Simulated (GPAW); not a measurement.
# PbSe (Clausthalite) (Fm-3m) in GPAW: notebook, part 3 of 4

GPAW 26.7.0. Earlier steps stand in the parts before.

### Step 4. Hybrid scf, r2SCAN50

run.py

```python
import numpy as np
import spglib
from ase import Atoms
from ase.dft.bandgap import bandgap
from ase.io import read, write
from gpaw import GPAW, PW
from gpaw.xc import parametrizedxc

class ScaledMGGA(parametrizedxc.ParametrizedKernel):
    """Weighted sum of Libxc meta-GGA parts, named like '0.75_MGGA_X_..+1.0_MGGA_C_..'."""
    def __init__(self, name):
        super().__init__(name)
        self.type = 'MGGA'

    def calculate(self, e_g, n_sg, dedn_sg, sigma_xg, dedsigma_xg, tau_sg, dedtau_sg):
        e_g[:] = dedsigma_xg[:] = dedtau_sg[:] = 0.0
        for kernel, c in zip(self.kernels, self.coefs):
            e, v, s, t = [np.zeros_like(x) for x in [e_g, dedn_sg, dedsigma_xg, dedtau_sg]]
            kernel.calculate(e, n_sg, v, sigma_xg, s, tau_sg, t)
            e_g += c * e
            dedn_sg += c * v
            dedsigma_xg += c * s
            dedtau_sg += c * t

parametrizedxc.ParametrizedKernel = ScaledMGGA

atoms = read('PbSe.cif')
cell, positions, numbers = spglib.find_primitive(
    (atoms.cell[:], atoms.get_scaled_positions(), atoms.numbers), symprec=1e-4)
atoms = Atoms(numbers, cell=cell, scaled_positions=positions, pbc=True)

calc = GPAW(mode=PW(300),
            xc={'name': '0.500_MGGA_X_R2SCAN+1.0_MGGA_C_R2SCAN', 'fraction': 0.5, 'omega': 0.0, 'backend': 'pw'},
            kpts={'size': (4, 4, 4), 'gamma': True},
            occupations={'name': 'fermi-dirac', 'width': 0.05},
            nbands=19,
            convergence={'density': 0.0001},
            maxiter=100,
            txt='gpaw.txt')
atoms.calc = calc
energy = atoms.get_potential_energy()
calc.write('gs.gpw')
write('result.traj', atoms)
print(f'Energy: {energy:.6f} eV')
print('Fermi level:', round(calc.get_fermi_level(), 4), 'eV')
print(f'Gap: {bandgap(calc)[0]:.4f} eV, direct: {bandgap(calc, direct=True)[0]:.4f} eV')
```

PbSe.cif is that of step 3.

Potentials or basis: GPAW PAW data sets (gpaw-data 1.2.1), pw.

On the command line:

```sh
$ OMP_NUM_THREADS=1 python run.py
```

gpaw.txt:

```text
__  _  _
 | _ |_)|_||  |
 |__||  | ||/\| - 26.7.0

Input parameters:
  mode=PW(ecut=300.0),
  convergence={'density': 0.0001},
  kpts=MonkhorstPack(size=(4, 4, 4), gamma=True),
  maxiter=100,
  nbands=19,
  occupations=Occupations(name='fermi-dirac', width=0.05),
  xc=XC(name='0.500_MGGA_X_R2SCAN+1.0_MGGA_C_R2SCAN', fraction=0.5, omega=0.0, backend='pw')

Diagonalizing LCAO Hamiltonian
Converting LCAO to pw mode

                Se

       Pb

Atoms  # Å, Bohr magnetons
|   | symbol |        x |        y |        z |    initial magnetic moments |
|---|--------|----------|----------|----------|-----------------------------|
| 0 |     Pb | 0.000000 | 0.000000 | 0.000000 | ( 0.0000,  0.0000,  0.0000) |
| 1 |     Se | 3.060650 | 3.060650 | 3.060650 | ( 0.0000,  0.0000,  0.0000) |

Unit cell  # Å
| periodic |        x |        y |        z |  lengths |    angles |
|----------|----------|----------|----------|----------|-----------|
|      yes | 0.000000 | 3.060650 | 3.060650 | 4.328413 | 60.000000 |
|      yes | 3.060650 | 0.000000 | 3.060650 | 4.328413 | 60.000000 |
|      yes | 3.060650 | 3.060650 | 0.000000 | 4.328413 | 60.000000 |

Number of symmetries: 48
Symmetry operations  # r_c * U_cc + t_c -> r_c
|    | kind |            matrix            |
|----|------|------------------------------|
|  0 |  σ   |  1, 0, 0,  1, 0,-1,  1,-1, 0 |
|  1 |  C2  |  1, 0, 0,  1,-1, 0,  1, 0,-1 |
|  2 |  E   |  1, 0, 0,  0, 1, 0,  0, 0, 1 |
|  3 |  σ   |  1, 0, 0,  0, 0, 1,  0, 1, 0 |
|  4 |  C4  |  1, 0,-1,  1, 0, 0,  1,-1, 0 |
|  5 |  S6  |  1, 0,-1,  1,-1, 0,  1, 0, 0 |
|  6 |  σ   |  1, 0,-1,  0, 1,-1,  0, 0,-1 |
|  7 |  C3  |  1, 0,-1,  0, 0,-1,  0, 1,-1 |
|  8 |  S6  |  1,-1, 0,  1, 0, 0,  1, 0,-1 |
|  9 |  C4  |  1,-1, 0,  1, 0,-1,  1, 0, 0 |
| 10 |  C3  |  1,-1, 0,  0,-1, 1,  0,-1, 0 |
| 11 |  σ   |  1,-1, 0,  0,-1, 0,  0,-1, 1 |
| 12 |  σ   |  0, 1, 0,  1, 0, 0,  0, 0, 1 |
| 13 |  C4  |  0, 1, 0,  0, 1,-1, -1, 1, 0 |
| 14 |  C3  |  0, 1, 0,  0, 0, 1,  1, 0, 0 |
| 15 |  S6  |  0, 1, 0, -1, 1, 0,  0, 1,-1 |
| 16 |  C2  |  0, 1,-1,  1, 0,-1,  0, 0,-1 |
| 17 |  σ   |  0, 1,-1,  0, 1, 0, -1, 1, 0 |
| 18 |  S4  |  0, 1,-1,  0, 0,-1,  1, 0,-1 |
| 19 |  C4  |  0, 1,-1, -1, 1, 0,  0, 1, 0 |
| 20 |  C3  |  0, 0, 1,  1, 0, 0,  0, 1, 0 |
| 21 |  σ   |  0, 0, 1,  0, 1, 0,  1, 0, 0 |
| 22 |  S6  |  0, 0, 1,  0,-1, 1, -1, 0, 1 |
| 23 |  C4  |  0, 0, 1, -1, 0, 1,  0,-1, 1 |
| 24 |  S4  |  0, 0,-1,  1, 0,-1,  0, 1,-1 |
| 25 |  C3  |  0, 0,-1,  0, 1,-1,  1, 0,-1 |
| 26 |  C2  |  0, 0,-1,  0,-1, 0, -1, 0, 0 |
| 27 |  S6  |  0, 0,-1, -1, 0, 0,  0,-1, 0 |
| 28 |  S4  |  0,-1, 1,  1,-1, 0,  0,-1, 0 |
| 29 |  C4  |  0,-1, 1,  0, 0, 1, -1, 0, 1 |
| 30 |  C2  |  0,-1, 1,  0,-1, 0,  1,-1, 0 |
| 31 |  σ   |  0,-1, 1, -1, 0, 1,  0, 0, 1 |
| 32 |  C3  |  0,-1, 0,  1,-1, 0,  0,-1, 1 |
| 33 |  S6  |  0,-1, 0,  0, 0,-1, -1, 0, 0 |
| 34 |  S4  |  0,-1, 0,  0,-1, 1,  1,-1, 0 |
| 35 |  C2  |  0,-1, 0, -1, 0, 0,  0, 0,-1 |
| 36 |  C2  | -1, 1, 0,  0, 1, 0,  0, 1,-1 |
| 37 |  S6  | -1, 1, 0,  0, 1,-1,  0, 1, 0 |
| 38 |  S4  | -1, 1, 0, -1, 0, 1, -1, 0, 0 |
| 39 |  C3  | -1, 1, 0, -1, 0, 0, -1, 0, 1 |
| 40 |  S6  | -1, 0, 1,  0, 0, 1,  0,-1, 1 |
| 41 |  C2  | -1, 0, 1,  0,-1, 1,  0, 0, 1 |
| 42 |  C3  | -1, 0, 1, -1, 1, 0, -1, 0, 0 |
| 43 |  S4  | -1, 0, 1, -1, 0, 0, -1, 1, 0 |
| 44 |  C2  | -1, 0, 0,  0, 0,-1,  0,-1, 0 |
| 45 |  i   | -1, 0, 0,  0,-1, 0,  0, 0,-1 |
| 46 |  σ   | -1, 0, 0, -1, 1, 0, -1, 0, 1 |
| 47 |  C2  | -1, 0, 0, -1, 0, 1, -1, 1, 0 |

BZ-sampling:
  Number of BZ points: 64
  Number of IBZ points: 8

  Monkhorst-Pack size: [4, 4, 4]
  Monkhorst-Pack shift: [0.125, 0.125, 0.125]

K-points  # in reciprocal-cell coordinates
|   |                                coordinates |     weight |
|---|--------------------------------------------|------------|
| 0 | (  0.00000000,   0.00000000,   0.00000000) | 0.01562500 |
| 1 | (  0.25000000,   0.25000000,   0.00000000) | 0.09375000 |
| 2 | (  0.25000000,   0.25000000,   0.25000000) | 0.12500000 |
| 3 | (  0.50000000,   0.25000000,  -0.25000000) | 0.09375000 |
| 4 | (  0.50000000,   0.25000000,   0.25000000) | 0.18750000 |
| 5 | (  0.50000000,   0.50000000,   0.00000000) | 0.04687500 |
| 6 | (  0.50000000,   0.50000000,   0.25000000) | 0.37500000 |
| 7 | (  0.50000000,   0.50000000,   0.50000000) | 0.06250000 |

Plane wave coefficients: 692
Cutoff: 300.0 eV

Spin-components: 1 (collinear spins)
Bands:           19
Projectors:      11
Spin-degeneracy: 2
Datatype:        complex128

Density:
  Valence electrons: 20.0
  Components: 1
  Grid points: [18 18 18]
  Charge: 0.0  # |e|

Potential:
  Grid points: [18 18 18]

species:
  Pb:
    name:    Lead
    Z:       82.0
    valence: 14
    core:    68
    charge:  0.0  # [|e|]
    compensation charges:
      type: gauss
      rc: 0.38  # [Å]
      lmax: 2
    cutoffs:
      filter: 2.36  # [Å]
      core: 2.43  # [Å]
    projectors
    | kind |    occ | energy [eV] | rcut [Å] |
    |------|--------|-------------|----------|
    |   6s |  2.000 |     -11.969 |    1.259 |
    |   6p |  2.000 |      -3.506 |    1.275 |
    |   5d | 10.000 |     -21.211 |    1.217 |
    |    s |        |      15.243 |    1.259 |
    |    p |        |      23.705 |    1.275 |
    |    d |        |       6.001 |    1.217 |

    Using partial waves for Pb as LCAO basis

  Se:
    name:    Selenium
    Z:       34.0
    valence: 6
    core:    28
    charge:  0.0  # [|e|]
    compensation charges:
      type: gauss
      rc: 0.27  # [Å]
      lmax: 2
    cutoffs:
      filter: 1.77  # [Å]
      core: 2.67  # [Å]
    projectors
    | kind |    occ | energy [eV] | rcut [Å] |
    |------|--------|-------------|----------|
    |   4s |  2.000 |     -17.277 |    0.847 |
    |   4p |  4.000 |      -6.512 |    1.005 |
    |    s |        |       9.935 |    0.847 |
    |    p |        |      20.699 |    1.005 |
    |    d |        |       0.000 |    0.847 |

    Using partial waves for Se as LCAO basis

Reference energy: -633377.995495  # eV

eigensolver:
  PPCG
  Converge bands: occupied
  niter=2

density mixing:
  MSR1-Mixer
  Pratt-step length: 0.05
  Maximum mixing coefficient: 0.75
  Old densities: 10
  SVD Regularization: 0.005
  Good broyden scale: 1.0
  Trust region scale: 1.0
  Backstep threshold: 4.0
  History deletion threshold: 6.0
  Fourier metric: weight=20.0, sigma=0.015

occupation numbers:
  Fermi-Dirac:
    width: 0.0500  # eV

poisson solver:
  ecut: 2400.0  # eV

xc functional:
  name: 0.500_MGGA_X_R2SCAN+1.0_MGGA_C_R2SCAN with 2 nearest neighbor stencil

convergence criteria:
- Maximum integral of absolute [dens]ity change: 0.0001 electrons / valence electron
- Maximum [total energy] change in last 3 cyles: 0.0005 eV / valence electron
- Maximum integral of absolute [eigenst]ate change: 4e-08 eV^2 / valence electron
maximum number of iterations: 100

IBZ(<points: 8, symmetries: 48>)
Occupied bands: 11
SCF iterations
|iter     | |      energy | eigst |  dens |
|---------|-|-------------|-------|-------|
|iter:   1| |-6385.416932 | +0.03 |       |
|iter:   2| |  -26.420037 | -0.25 | -0.67 |
|iter:   3| |  -27.583204 | -1.10 | -0.96 |
|iter:   4| |  -27.461823 | -2.10 | -1.14 |
|iter:   5| |  -27.543680 | -2.33 | -1.41 |
|iter:   6| |  -27.542138 | -2.80 | -1.63 |
|iter:   7| |  -27.543834c| -3.39 | -2.11 |
|iter:   8| |  -27.541319c| -4.17 | -2.45 |
|iter:   9| |  -27.542101c| -4.38 | -2.57 |
|iter:  10| |  -27.541158c| -5.35 | -2.42 |
|iter:  11| |  -27.540719c| -5.15 | -2.57 |
|iter:  12| |  -27.540615c| -4.66 | -2.85 |
|iter:  13| |  -27.540682c| -5.22 | -3.04 |
|iter:  14| |  -27.540548c| -5.82 | -3.02 |
|iter:  15| |  -27.540565c| -6.39 | -3.69 |
|iter:  16| |  -27.540568c| -7.45c| -3.91 |
|iter:  17| |  -27.540567c| -7.83c| -4.04c|

Converged in 17 steps
Energy contributions relative to reference atoms: (reference = -633377.995495)

Energy contributions:
  Kinetic:          39.469360
  Coulomb:         -37.093219
  Zero:             -0.360908
  External:          0.000000
  Xc:             6335.744007
  Entropy:          -0.000000
  Spinorbit:         0.000000
  Hybrid_Xc_Cc:     -6169.602585
  Hybrid_Xc_Vc:       -96.496280
  Hybrid_Xc_Vv:       -99.200942
  ----------------------------
  Free energy:     -27.540567
  Extrapolated:    -27.540567

dipole moment: (-25.490806, -25.490806, -25.490806)  # |e|*Ang

Fermi level: 5.951
Eigenvalues  # (at kpt = [0.000, 0.000, 0.000])
| band index |      eig [eV] | occ [0-2] |
|------------|---------------|-----------|
|          0 |       -15.943 |     2.000 |
|        ... |               |           |
|          2 |       -15.905 |     2.000 |
|          3 |       -15.905 |     2.000 |
|          4 |       -15.905 |     2.000 |
|          5 |       -11.992 |     2.000 |
|          6 |        -2.349 |     2.000 |
|          7 |         2.190 |     2.000 |
[... 9 lines left out ...]
|         17 |        16.255 |     0.000 |
|         18 |        17.007 |     0.000 |

Gap: 2.432 eV
Transition (v -> c):
  (s=0, k=7, n=9, [0.50, 0.50, 0.50]) -> (s=0, k=7, n=10, [0.50, 0.50, 0.50])
No difference between direct/indirect transitions
# Writing to gs.gpw (mode='')
```

Run time: 44 min. Hardware: 1 thread of Arm Neoverse V1, shared host; peak memory 0.4 GiB.

These settings aren't checked as converged: the numbers below hold their error.

Results:

| Quantity | Value |
| --- | --- |
| Free energy | -27.5406 eV |
| Band gap on the k mesh | 2.43 eV, direct |

Caveat: the k mesh is coarse (spacing up to 0.44 Å⁻¹), so the values aren't converged, least of all with exact exchange; exact exchange converges slowly with the k mesh, and this mesh is small; the scaled meta-GGA exchange is a class typed in the script; spin-orbit coupling is left out, which as a rule narrows the gap of such compounds by several tenths of an eV.

[end of part 3 of 4]
